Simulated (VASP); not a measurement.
A run of VASP 6.6.1:

Contents of INCAR:

```
PREC     = Accurate       # precision mode
ENCUT    = 550            # plane-wave cutoff, eV
EDIFF    = 1E-7           # SCF threshold, eV
ISMEAR   = 0              # smearing method
SIGMA    = 0.1            # smearing width, eV
LREAL    = F              # projectors in reciprocal space
LASPH    = T              # aspherical terms in the spheres
NELM     = 100            # most SCF steps
ALGO     = Normal         # electronic algorithm
ISIF     = 2              # what is computed and relaxed
LWAVE    = F              # write WAVECAR
LCHARG   = F              # write CHGCAR
GGA      = PE             # functional
NBANDS   = 15             # bands
```

File KPOINTS:

```
regular mesh
0
Gamma
  8 8 8
```

Contents of POSCAR:

```
KF
1.0
    3.2589550000      0.0000000000      0.0000000000
    0.0000000000      3.2589550000      0.0000000000
    0.0000000000      0.0000000000      3.2589550000
K F
1 1
Cartesian
    0.0000000000      0.0000000000      0.0000000000
    1.6294775000      1.6294775000      1.6294775000
```

Potentials or basis: VASP PAW PBE potentials, release 64 (K_sv_GW, F_GW).

Command:

```sh
$ cat potpaw_PBE.64/K_sv_GW/POTCAR potpaw_PBE.64/F_GW/POTCAR > POTCAR
$ mpirun -np 1 vasp_std > vasp.out
```

Hardware: 1 thread of AMD EPYC 9R45 96-Core Processor (Zen 5), on a shared host.

Problem. How long does it take, and how much memory?

Solution. It took 10 s on 1 thread of AMD EPYC 9R45 96-Core Processor (Zen 5), on a shared host, peak memory 0.14 GiB. Counts: scf iterations 13, k points 35.
